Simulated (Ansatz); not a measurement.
# GaP: electron density at the nuclei under pressure

```
Ga P
1.0
     0.00000    2.72525    2.72525
     2.72525    0.00000    2.72525
     2.72525    2.72525    0.00000
Ga P
1 1
Direct
  0.00000 0.00000 0.00000
  0.75000 0.75000 0.75000
```

Atoms are numbered in the order listed.

The conventional cell has a = 5.451 Å, b = 5.451 Å, c = 5.451 Å, α = 90.00°, β = 90.00°, γ = 90.00°. Ga (atom 1) is surrounded by 4 P at 2.36 Å. P (atom 2) has 4 Ga at 2.36 Å as nearest neighbours.

The cell is COD entry 9008846, as deposited and not checked against the literature; nothing was relaxed.

The calculation used Ansatz 0.2.0, DFT, PBEsol, all-electron PAW with datasets made for the crystal, scalar-relativistic.

Sampling and basis: a Γ-centred 12×12×12 k mesh, Fermi–Dirac smearing of 0.08 eV, cutoff 240 eV (chosen by the program for this cell), no spin polarisation.

The contact density is the mean electron density over the nuclear volume; its changes follow the s electrons' response to bonding and compression. Changes below are taken from the unscaled cell, where it is 187114 e/Å³ at Ga1, 15974.5 e/Å³ at P2.

Volumes at which the program chose other datasets or cutoffs are left out.

| V/V(cell) | P (GPa) | Δρ(0) Ga1 (e/Å³) | Δρ(0) P2 (e/Å³) |
| --- | --- | --- | --- |
| 0.9800 | 1.2 | -0.09 | ? |
| 0.9900 | 0.3 | -0.05 | -0.14 |
| 1.0000 | -0.6 | 0.00 | 0.00 |
| 1.0100 | -1.4 | 0.07 | ? |
| 1.0200 | -2.1 | 0.14 | 0.29 |
| 1.0400 | -3.5 | 0.33 | 0.57 |
| 1.0600 | -4.8 | ? | 0.86 |

What belongs in the row "0.9800", column "Δρ(0) P2 (e/Å³)"?

-0.28.

What belongs in the row "1.0600", column "Δρ(0) Ga1 (e/Å³)"?

0.56.

What belongs in the row "1.0100", column "Δρ(0) P2 (e/Å³)"?

0.14.

The datasets are made afresh for each cell, so very small changes are uncertain.
